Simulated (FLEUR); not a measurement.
LiH:

```
CELL_PARAMETERS angstrom
0.00000 2.03675 2.03675
2.03675 0.00000 2.03675
2.03675 2.03675 0.00000
ATOMIC_POSITIONS crystal
Li 0.00000 0.00000 0.00000
H 0.50000 0.50000 0.50000
```

Base run:

| Item | Value |
| --- | --- |
| Program | FLEUR MaX-R8.1 (later development tree) |
| Functional | PBEsol |
| Potentials or basis | all-electron |
| Basis | FLAPW |
| Kmax | 4.1 1/bohr |
| k mesh | 11 × 11 × 11 |
| Occupations | fermi-dirac, width 0.05 eV |
| Spin | no spin polarisation |

Its results: band gap on the k mesh 2.98 eV, direct.

Problem. After a change of settings the same cell gave: band gap on the k mesh 3.82 eV, direct. Which change was it?
A. gmax from 13.5 1/bohr to 14 1/bohr; muffin-tin radii from Li 2.02, H 1.55 bohr to Li 1.95, H 1.5 bohr
B. functional from PBEsol to LDA
C. functional from PBEsol to r2SCAN

Solution. C.

r2SCAN gives the wider gap, since meta-GGAs in the generalised Kohn-Sham scheme recover part of the derivative discontinuity.

Caveats: the mesh misses the band edges, which the band path finds closer together; the meta-GGA is that of a development version, with a GGA for the radial functions and cores and without core tails (some runs).

Not every run made on this cell is shown here.
